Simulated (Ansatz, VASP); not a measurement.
## Two plane-wave programs on MgO

```
Mg O
1.0
     3.32349    0.00000    0.00000
    -1.66174    2.87823    0.00000
     0.00000    0.00000    2.67968
Mg O
1 1
Direct
  0.00000 0.00000 0.00000
  0.33333 0.66667 0.50000
```

Change from the starting cell: strain +0.1312 x Voigt [1, 1, 0, 0, 0, 0], atoms carried along.

Alike in both runs: task single point; functional PBEsol; k mesh 9 × 9 × 8; occupations gaussian, width 0.05 eV; no spin polarisation.

```csv
,VASP,Ansatz
version,VASP 6.6.1,Ansatz 0.2.0
potentials or method,"VASP PAW PBE potentials, release 64 (Mg, O)","scalar-relativistic, plane waves, PAW"
plane-wave cutoff (eV),520,420
valence electrons in the cell,8,16
```

```csv
,VASP,Ansatz,Ansatz less VASP
gap on the k mesh at the Fermi level (eV),0.50,0.51,+0.012
least direct gap on the mesh (eV),0.68,0.69,+0.011
pressure (GPa),-20.7,-20.3,+0.44
largest component of the traceless stress (GPa),25.89,25.84,-0.051
```

The functional is the same, so the differences come from potentials, cutoffs and numerics. The two sets of potentials don't hold the same shells in valence.

Caveats: so large a pressure means that the cell lies far from this level's equilibrium, or that cutoff or potentials fall short (VASP); the potentials were made for another functional, which shifts forces and pressure (VASP); an odd mesh through Γ misses points on the zone boundary, where band edges often lie.
